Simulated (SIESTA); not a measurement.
# Te2Mo (P2_1/m) in SIESTA: further runs, part 2 of 2

SIESTA 5.4.2.

**6. Single point, LDA, 24.80 Å³/atom**

Contents of Te2Mo.fdf:

```
SystemName                      Te2Mo
SystemLabel                     Te2Mo
NumberOfSpecies                 2
NumberOfAtoms                   12
%block ChemicalSpeciesLabel
  1  52 Te
  2  42 Mo
%endblock ChemicalSpeciesLabel

LatticeConstant                 1.0 Ang
%block LatticeVectors
     6.2875154984     0.0000000000     0.0000000000
     0.0000000000     3.4457174193     0.0000000000
    -0.9404401904     0.0000000000    13.7348181532
%endblock LatticeVectors
AtomicCoordinatesFormat         Fractional
%block AtomicCoordinatesAndAtomicSpecies
     0.9437000000     0.7500000000     0.6045000000  1  Te
     0.0563000000     0.2500000000     0.3955000000  1  Te
     0.9030000000     0.2500000000     0.8514000000  1  Te
     0.0970000000     0.7500000000     0.1486000000  1  Te
     0.4112000000     0.7500000000     0.8955000000  1  Te
     0.5888000000     0.2500000000     0.1045000000  1  Te
     0.4432000000     0.2500000000     0.6484000000  1  Te
     0.5568000000     0.7500000000     0.3516000000  1  Te
     0.8167000000     0.7500000000     0.9926000000  2  Mo
     0.1833000000     0.2500000000     0.0074000000  2  Mo
     0.6819000000     0.2500000000     0.4934000000  2  Mo
     0.3181000000     0.7500000000     0.5066000000  2  Mo
%endblock AtomicCoordinatesAndAtomicSpecies

%block kgrid.MonkhorstPack
    4   0   0  0.0
    0   8   0  0.0
    0   0   2  0.0
%endblock kgrid.MonkhorstPack
XC.Functional                   LDA
XC.Authors                      PW92
PAO.BasisSize                   DZP
PAO.EnergyShift                 0.002 Ry
Mesh.Cutoff                     800 Ry
OccupationFunction              FD
ElectronicTemperature           0.05 eV
MaxSCFIterations                120
SCF.MustConverge                false
SCF.Mixer.Method                Pulay
SCF.Mixer.Weight                0.25
SCF.Mixer.History               8
SCF.DM.Tolerance                5.0e-05
SCF.H.Tolerance                 1.0e-03 eV
WriteForces                     true
Charge.Mulliken                 end
```

Potentials or basis: PseudoDojo 0.4 standard (LDA files), DZP (energy shift 0.002 Ry).

Started as:

```
> siesta Te2Mo.fdf > Te2Mo.out 2>&1
```

It took 5.2 min on 1 thread of Arm Neoverse V2, shared host; peak memory 1.2 GiB.

It converged, with:

| Item | Value |
| --- | --- |
| Free energy | -30434.7221 eV |
| Pressure | 2.3 GPa |
| Largest force | 0.668 eV/Å |
| Band gap on the k mesh | none (metal or under the smearing width) |

Caveat: semicore shells carry a single zeta, which can move pressures by several GPa and volumes by a few percent; the basis of atomic orbitals isn't converged, which shifts pressures, moduli and gaps.

**7. Single point, LDA, 25.30 Å³/atom**

Edit Te2Mo.fdf of step 6 so:

```diff
@@ -11,5 +11,5 @@
 %block LatticeVectors
-     6.2875154984     0.0000000000     0.0000000000
-     0.0000000000     3.4457174193     0.0000000000
-    -0.9404401904     0.0000000000    13.7348181532
+     6.3300000000     0.0000000000     0.0000000000
+     0.0000000000     3.4690000000     0.0000000000
+    -0.9467947088     0.0000000000    13.8276237937
 %endblock LatticeVectors
```

Started as:

```
> siesta < Te2Mo.fdf > Te2Mo.out 2>&1
```

It took 5.1 min on 1 thread of Arm Neoverse V2, shared host; peak memory 1.2 GiB.

Results (log left out):

| Item | Value |
| --- | --- |
| Free energy | -30434.7666 eV |
| Pressure | 0.1 GPa |
| Largest force | 0.320 eV/Å |
| Band gap on the k mesh | none (metal or under the smearing width) |

Caveat: semicore shells carry a single zeta, which can move pressures by several GPa and volumes by a few percent; the basis of atomic orbitals isn't converged, which shifts pressures, moduli and gaps.

**8. Single point, LDA, 25.81 Å³/atom**

Edit Te2Mo.fdf of step 7 so:

```diff
@@ -11,5 +11,5 @@
 %block LatticeVectors
-     6.3300000000     0.0000000000     0.0000000000
-     0.0000000000     3.4690000000     0.0000000000
-    -0.9467947088     0.0000000000    13.8276237937
+     6.3719217515     0.0000000000     0.0000000000
+     0.0000000000     3.4919741795     0.0000000000
+    -0.9530650552     0.0000000000    13.9192001300
 %endblock LatticeVectors
```

Started as:

```
> siesta Te2Mo.fdf > Te2Mo.out 2>&1
```

Run time: 5.3 min. Hardware: 1 thread of Arm Neoverse V2, shared host; peak memory 1.3 GiB.

It converged, with:

```
Free energy            : -30434.7295 eV
Pressure               : -2.0 GPa
Largest force          : 0.307 eV/Å
Band gap on the k mesh : none (metal or under the smearing width)
```

Caveat: semicore shells carry a single zeta, which can move pressures by several GPa and volumes by a few percent; the basis of atomic orbitals isn't converged, which shifts pressures, moduli and gaps.

**9. Single point, LDA, 26.32 Å³/atom**

Edit Te2Mo.fdf of step 8 so:

```diff
@@ -11,5 +11,5 @@
 %block LatticeVectors
-     6.3719217515     0.0000000000     0.0000000000
-     0.0000000000     3.4919741795     0.0000000000
-    -0.9530650552     0.0000000000    13.9192001300
+     6.4132990262     0.0000000000     0.0000000000
+     0.0000000000     3.5146499719     0.0000000000
+    -0.9592539627     0.0000000000    14.0095870791
 %endblock LatticeVectors
```

Potentials or basis: PseudoDojo 0.4 standard (LDA files), DZP (energy shift 0.002 Ry).

Started as:

```
> siesta Te2Mo.fdf > Te2Mo.out 2>&1
```

Wall time 5.4 min (1 thread of Arm Neoverse V2, shared host); peak memory 1.3 GiB.

Results (log left out):

* Free energy: -30434.6194 eV
* Pressure: -3.8 GPa
* Largest force: 0.363 eV/Å
* Band gap on the k mesh: none (metal or under the smearing width)

Caveat: semicore shells carry a single zeta, which can move pressures by several GPa and volumes by a few percent; the basis of atomic orbitals isn't converged, which shifts pressures, moduli and gaps.

**10. Single point, LDA, 26.82 Å³/atom**

Edit Te2Mo.fdf of step 9 so:

```diff
@@ -11,5 +11,5 @@
 %block LatticeVectors
-     6.4132990262     0.0000000000     0.0000000000
-     0.0000000000     3.5146499719     0.0000000000
-    -0.9592539627     0.0000000000    14.0095870791
+     6.4541491659     0.0000000000     0.0000000000
+     0.0000000000     3.5370368810     0.0000000000
+    -0.9653640253     0.0000000000    14.0988225237
 %endblock LatticeVectors
```

Started as:

```
> siesta Te2Mo.fdf > Te2Mo.out 2>&1
```

Wall time 5.6 min (1 thread of Arm Neoverse V2, shared host); peak memory 1.3 GiB.

The run converged. Its results:

```
Free energy            : -30434.4440 eV
Pressure               : -5.4 GPa
Largest force          : 0.608 eV/Å
Band gap on the k mesh : none (metal or under the smearing width)
```

Caveat: semicore shells carry a single zeta, which can move pressures by several GPa and volumes by a few percent; the basis of atomic orbitals isn't converged, which shifts pressures, moduli and gaps.

**11. Equation of state, LDA**

No new run: the results of the series are fitted here.

What came out:

```
Equilibrium volume                        : 25.32 Å³/atom
Bulk modulus at fixed shape and positions : 107 GPa
Pressure derivative of the bulk modulus   : 4.6
```

Energy against volume, from the lowest point:
| volume (Å³/atom) | energy (meV/atom) |
| --- | --- |
| 23.785 | 34.78 |
| 24.291 | 15.00 |
| 24.797 | 3.71 |
| 25.303 | 0.00 |
| 25.809 | 3.10 |
| 26.315 | 12.27 |
| 26.821 | 26.89 |

Caveat: semicore shells carry a single zeta, which can move pressures by several GPa and volumes by a few percent; the cell was scaled at fixed shape and fractional positions, which overstates the stiffness of a crystal with free parameters, most of all of layers and chains; the basis of atomic orbitals isn't converged, which shifts pressures, moduli and gaps. The run has no spin-orbit coupling, so splittings on Te are missing.
